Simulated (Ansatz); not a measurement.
# BaS: energy along a strain

BaS, Fm-3m, a = 6.388 Å (as given, not relaxed at this level: -2.5 GPa). Ansatz: LDA, PAW, 420 eV, Γ-centred 8×8×8 mesh on 2 atoms, Gaussian smearing 0.05 eV; no spin polarisation. Cell vectors (Å): 0.000 3.194 3.194; 3.194 0.000 3.194; 3.194 3.194 0.000. The cell is strained by x per cent times the pattern (0 0 1 0 0 0) in the order xx yy zz yz xz xy (engineering shears), with fractional coordinates held. y is the free energy over the start, V0 = 32.576 Å³/atom.

```
x (%) y (meV/atom)
-4.00             ?
-3.00         -5.81
-2.00         -6.13
-1.00         -4.09
 0.00          0.00
 1.00          5.88
 2.00         13.30
 3.00         22.04
 3.50         26.85
 4.00         31.92
```

Fit y = c1 x + c2 x² + c3 x³ to the other rows, get the stiffness along the pattern, and predict the missing energy.

Least squares on the rows shown. y = 5.0117 x + 0.90184 x² − 0.040287 x³. The clamped-ion stiffness p·C·p = 2 × 9.018 eV × 160.2 / 32.576 Å³ = 89 GPa, which is C33 in these axes (C11 of the cubic crystal) (second derivative at the start, which stands under stress). At x = -4.00 the fit asked for gives -3.04 meV/atom. The run gave -2.80 meV/atom, so the fit is 0.24 meV/atom too low, 0.63 % of the span of the series, against an rms of 0.02 meV/atom on the fitted rows. The row lies outside the fitted range. With a term in x⁴ added, a fit to the same known rows predicts -2.81 meV/atom, so most of the miss is curvature that the known rows already hold.